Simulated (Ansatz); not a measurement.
**BN: what the sphere radii change**

Aim: hold BN and all else fixed and vary the sphere radii, to see how far energy and properties move.

Program: Ansatz 0.2.0. Level of theory: DFT, PBE, all-electron LAPW, scalar-relativistic. These are calculated values, not measurements.

2 further runs of the same task are left out: 1 that didn't finish, 1 set aside as unsound or not needed.

## Step 1: The starting structure

The structure is cubic, space group F-43m (No. 216). Conventional cell: a = 3.625 Å, b = 3.625 Å, c = 3.625 Å, α = 90.00°, β = 90.00°, γ = 90.00°. Around B (site symmetry -43m) lie 4 N at 1.57 Å. N (site symmetry -43m) has 4 B at 1.57 Å as nearest neighbours.

As a file:

```cif
data_structure
_symmetry_space_group_name_H-M 'F-43m'
_symmetry_Int_Tables_number 216
_cell_length_a 3.6247
_cell_length_b 3.6247
_cell_length_c 3.6247
_cell_angle_alpha 90.000
_cell_angle_beta 90.000
_cell_angle_gamma 90.000
_cell_volume 47.62
loop_
_atom_site_label
_atom_site_type_symbol
_atom_site_symmetry_multiplicity
_atom_site_Wyckoff_symbol
_atom_site_fract_x
_atom_site_fract_y
_atom_site_fract_z
_atom_site_occupancy
B1 B 4 a 0.00000 0.00000 0.00000 1
N1 N 4 d 0.25000 0.25000 0.75000 1
```

The file gives the conventional cell by its symmetry; the runs use the cell typed in the input.

The cell was relaxed by PAW from a hypothetical start (zincblende type); it needn't be the stable phase of this composition.

Atoms are numbered in the order of the input: B1, N2.

## Step 2: With all sphere radii typed as 0.58 Å

Input file input.yaml:

```yaml
crystal:
  lattice:
    - [0.0, 1.8123531719, 1.8123531719]
    - [1.8123531719, 0.0, 1.8123531719]
    - [1.8123531719, 1.8123531719, 0.0]
  atoms:
    - { symbol: B, position: [0.0, 0.0, 0.0] }
    - { symbol: "N", position: [0.25, 0.25, 0.25] }
kpoints:
  mp_grid: { grid: [16, 16, 16] }
scf:
  occupations: { method: fermi_dirac, width: 0.03 }
hamiltonian:
  xc: pbe
  pseudopotentials:
    kind: all_electron
    lapw: { basis_error: 0.00025, muffin_tin_radii: { B: 0.58, "N": 0.58 } }
output:
  forces: true
  stress: true
  eigenvalues: true
```

Command:

```bash
$ ansatz run input.yaml --threads 1 --pin off --max-ram 2048MiB --backend cpu --events-out ev --progress --plain --runs-dir out
```

What it wrote, shortened:

```text
LAPW: plane waves up to 16.376 Å⁻¹, error target 2.5e-4 eV per atom; small_component_spin mean_spin; B in spheres of 0.580 Å, 5 of its electrons in bands, Dirac shells []; N in spheres of 0.580 Å, 7 of its electrons in bands, Dirac shells []
[...]
Pseudopotentials: kind: all_electron
Pseudopotential: B, LAPW, valence charge 5, Koelling and Harmon's equation, gaussian nucleus
Pseudopotential: N, LAPW, valence charge 7, Koelling and Harmon's equation, gaussian nucleus
Functional definition: PBE
[...]
Crystal: 2 atoms, lattice volume = 11.906 Å³
Basis set: ecut = 1021.7471147279657 eV, 893 PW (Γ), exchange–correlation at level 2
Bands: 10, of which v1, the nominal top of the filled ones, is band 6 counted from 1 (5 counted from 0)
Symmetry: 24 space group operations
Space group: F-43m (ITA 216), of the structure as read, at distance tolerance 2.3e-5 Å
k-points: 145 of 4096 (time reversal used)
[...]
SCF iter   1: F=—  HF=-2169.612907 eV  |F-HF|=—  |Δ(HF+E_count)|=         —  Δρ=1.67e-1  dr2=2.78e0  ethr=2.31e-2  ⟨swp⟩=2.0  Hψ=9715  notcnv=0
[...]
the basis was enlarged: its passes take 44.3 KiB over the memory plan, 1 of 1 planned eigensolver slots
[...]
SCF iter   6: F=-2168.690665 eV  HF=-2168.690665 eV  |F-HF|=7.73e-8  |Δ(HF+E_count)|=   1.33e-5  Δρ=3.98e-5  dr2=8.05e-8  ethr=2.96e-7  ⟨swp⟩=3.0  Hψ=3598  notcnv=0
[...]
SCF converged after 6 iterations
Free energy (F): -2168.690665 eV
[...]
E sigma→0 (E₀):  -2168.690665 eV
Fermi energy:    13.566511 eV
[...]
--- Forces (eV/Å), atoms counted from 1 ---
  atom   1  B      0.00000000     0.00000000    -0.00000000
  atom   2  N     -0.00000000     0.00000000    -0.00000000
[...]
--- Stress (GPa, compression-positive) ---
       -0.013574       0.000000       0.000000
        0.000000      -0.013574       0.000000
        0.000000       0.000000      -0.013574
  P = ⅓ Tr σ = -0.0136 GPa (-0.136 kbar)
--- Band table (eV; the first three rows and the last of 145) ---
  k-point 0: bands = ["-363.8599", "-161.2861", "-8.8043", "11.3328", "11.3328", "11.3328", "20.1217", "20.1217", "20.1217", "21.5556"]
[...]
```

Wall time 25 s (1 thread, shared host).

Result: pressure -0.01 GPa; gap on the k mesh 4.46 eV.

## Step 3: With all sphere radii typed as 0.696 Å

Edit input.yaml of step 2 so:

```diff
@@ -16,3 +16,3 @@
     kind: all_electron
-    lapw: { basis_error: 0.00025, muffin_tin_radii: { B: 0.58, "N": 0.58 } }
+    lapw: { basis_error: 0.00025, muffin_tin_radii: { B: 0.696, "N": 0.696 } }
 output:
```

Command:

```bash
$ ansatz run input.yaml --threads 1 --pin off --max-ram 2048MiB --backend cpu --events-out ev --progress --plain --runs-dir out
```

What it wrote, shortened:

```text
LAPW: plane waves up to 13.810 Å⁻¹, error target 2.5e-4 eV per atom; small_component_spin mean_spin; B in spheres of 0.696 Å, 5 of its electrons in bands, Dirac shells []; N in spheres of 0.696 Å, 7 of its electrons in bands, Dirac shells []
[...]
[... 4 set-up lines as earlier in the session ...]
[...]
Crystal: 2 atoms, lattice volume = 11.906 Å³
Basis set: ecut = 726.6405182971304 eV, 531 PW (Γ), exchange–correlation at level 2
Bands: 10, of which v1, the nominal top of the filled ones, is band 6 counted from 1 (5 counted from 0)
[... 2 set-up lines as earlier in the session ...]
[...]
the basis was enlarged: its passes take 71.3 KiB over the memory plan, 1 of 1 planned eigensolver slots
[...]
SCF iter   7: F=-2168.690701 eV  HF=-2168.690701 eV  |F-HF|=2.32e-11  |Δ(HF+E_count)|=   1.35e-7  Δρ=2.09e-6  dr2=2.22e-10  ethr=1.41e-9  ⟨swp⟩=3.0  Hψ=3770  notcnv=0
[...]
SCF converged after 7 iterations
Free energy (F): -2168.690701 eV
[...]
E sigma→0 (E₀):  -2168.690701 eV
Fermi energy:    13.566755 eV
[...]
--- Forces (eV/Å), atoms counted from 1 ---
  atom   1  B      0.00000000    -0.00000000     0.00000000
  atom   2  N     -0.00000000     0.00000000     0.00000000
[...]
--- Stress (GPa, compression-positive) ---
       -0.014332      -0.000000       0.000000
       -0.000000      -0.014332       0.000000
        0.000000       0.000000      -0.014332
  P = ⅓ Tr σ = -0.0143 GPa (-0.143 kbar)
--- Band table (eV; the first three rows and the last of 145) ---
  k-point 0: bands = ["-363.8601", "-161.2858", "-8.8041", "11.3329", "11.3329", "11.3329", "20.1219", "20.1219", "20.1219", "21.5560"]
[...]
```

It took 17 s on 1 thread, shared host.

Read from it: pressure -0.01 GPa; gap on the k mesh 4.46 eV.

## Step 4: All runs together

| sphere radius (Å) | energy from the first row (meV/atom) | pressure (GPa) | gap on the k mesh (eV) | SCF cycles, all passes | time |
| --- | --- | --- | --- | --- | --- |
| all sphere radii typed as 0.58 Å | 0.00 | -0.01 | 4.46 | 6 | 25 s |
| all sphere radii typed as 0.696 Å | -0.02 | -0.01 | 4.46 | 7 | 17 s |

Energies are those extrapolated to zero smearing.

## Step 5: Outcome

| quantity | value |
| --- | --- |
| largest change of energy from «all sphere radii typed as 0.58 Å» (zero smearing) | 0.0 meV/atom (all sphere radii typed as 0.696 Å) |
| gap, in all runs (LAPW) | 4.46 eV |

**Reading.** Across the runs the energy spans 0.0 meV/atom. A complete basis would give the same answer for any radius, so the spread shows part of the basis error.

These are semilocal Kohn-Sham gaps, which aren't the measured quantity. Such gaps usually fall short of the measured ones.
